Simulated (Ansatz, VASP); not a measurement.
**Pd: VASP beside Ansatz**

File INCAR:

```
PREC     = Accurate       # precision mode
ENCUT    = 520            # plane-wave cutoff, eV
EDIFF    = 1E-6           # SCF threshold, eV
ISMEAR   = 0              # smearing method
SIGMA    = 0.15           # smearing width, eV
LREAL    = False          # projectors in reciprocal space
LASPH    = True           # aspherical terms in the spheres
NELM     = 80             # most SCF steps
ALGO     = Normal         # electronic algorithm
ISIF     = 2              # what is computed and relaxed
LWAVE    = False          # write WAVECAR
LCHARG   = False          # write CHGCAR
NBANDS   = 11             # bands
```

Contents of KPOINTS:

```
Automatic mesh
0
Gamma
  20 20 20
```

POSCAR

```
Pd
1.0
    0.0000000000      1.9449000000      1.9740735000
    1.9449000000      0.0000000000      1.9740735000
    1.9449000000      1.9449000000      0.0000000000
Pd
1
Direct
    0.0000000000      0.0000000000      0.0000000000
```

Input for Ansatz:

```yaml
crystal:
  lattice:
    - [0.0, 1.9449, 1.9740735]
    - [1.9449, 0.0, 1.9740735]
    - [1.9449, 1.9449, 0.0]
  atoms:
    - { symbol: Pd, position: [0.0, 0.0, 0.0] }
basis:
  ecutwfc: 420
kpoints:
  mp_grid: { grid: [20, 20, 20] }
hamiltonian:
  xc: lda
scf:
  occupations: { method: gaussian, width: 0.15 }
output:
  forces: true
  stress: true
  eigenvalues: true
```

Change from the starting cell: strain +0.0150 x Voigt [0, 0, 1, 0, 0, 0], atoms carried along.

Alike in both runs: task single point; functional LDA; k mesh 20 × 20 × 20; occupations gaussian, width 0.15 eV; no spin polarisation.

|  | VASP | Ansatz |
| --- | --- | --- |
| version | VASP 6.6.1 | Ansatz 0.2.0 |
| potentials or method | VASP PAW LDA potentials, release 64 (Pd) | scalar-relativistic, plane waves, PAW |
| plane-wave cutoff (eV) | 520 | 420 |
| valence electrons in the cell | 10 | 18 |

Ansatz gave:

- gap on the k mesh at the Fermi level (eV): none
- pressure (GPa): -10.6
- largest component of the traceless stress (GPa): 0.58

Problem. What did VASP give for the same quantities?

Solution. gap on the k mesh at the Fermi level (eV): none; pressure (GPa): -10.3; largest component of the traceless stress (GPa): 0.57.

A gap of «none» marks a metal or a gap that the smearing closes. The two sets of potentials don't hold the same shells in valence.
